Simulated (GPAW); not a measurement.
Records of electronic-structure calculations.

**A GW chain in GPAW: CaO (Fm-3m)**

Symmetry: Fm-3m, No. 225, cubic system. The conventional cell has a = 4.813 Å, b = 4.813 Å, c = 4.813 Å, α = 90.00°, β = 90.00°, γ = 90.00°. Ca has 6 O at 2.41 Å nearest. Nearest to O lie 6 Ca at 2.41 Å. Farther neighbours and most contacts between anions are not listed.

```
Ca O
1.0
     0.00000    2.40650    2.40650
     2.40650    0.00000    2.40650
     2.40650    2.40650    0.00000
Ca O
1 1
Direct
  0.00000 0.00000 0.00000
  0.50000 0.50000 0.50000
```

```yaml
method: DFT, PBE, plane waves, PAW (and 1 further level or step)
program: GPAW 26.7.0
settings_of_one_run: cutoff 600 eV, GPAW PAW setups 1.2.1 data release, 6×6×6 k-mesh, nbands 126
cost: 4 runs, 79 s in all on 4 MPI ranks of Arm Neoverse V1, shared host (the runs of this entry)
notes: The cell and positions come from the Crystallography Open Database and are kept as given unless a step says otherwise. Bands and cutoff are finite, so the gap is not at the basis limit. The miss can reach some tenths of an eV and take either sign; the mesh is an error of its own.
pbe_gap: 3.69 eV, indirect
g0w0_gap_on_the_mesh: 6.11 eV
gw_settings: 6×6×6 mesh, 116 bands, screening to 150 eV, Godby-Needs plasmon pole
known_limits: not at the basis limit
```

G0W0 moves the gap on the mesh from 3.69 eV to 6.11 eV (+2.42 eV), with Z of 0.79 and 0.85 at the edges. Only 2 of the mesh's irreducible points were corrected, so a valley elsewhere could overtake.

[Paths, hosts, dates, memory and timing lines, banners, echoed tables and standing remarks are left out of the program output.]

[Logs are printed without paths, hosts, clocks, repeated set-up lines and the standing remarks that a program may print on its own settings, such as how far it seeks lower states.]

[Runs of the session that timed out or met a known fault of the program may be left out.]

[Hosts, paths, dates, database ids (printed as entryN), source tags and the programs' standing remarks are cut or masked in the printed files.]
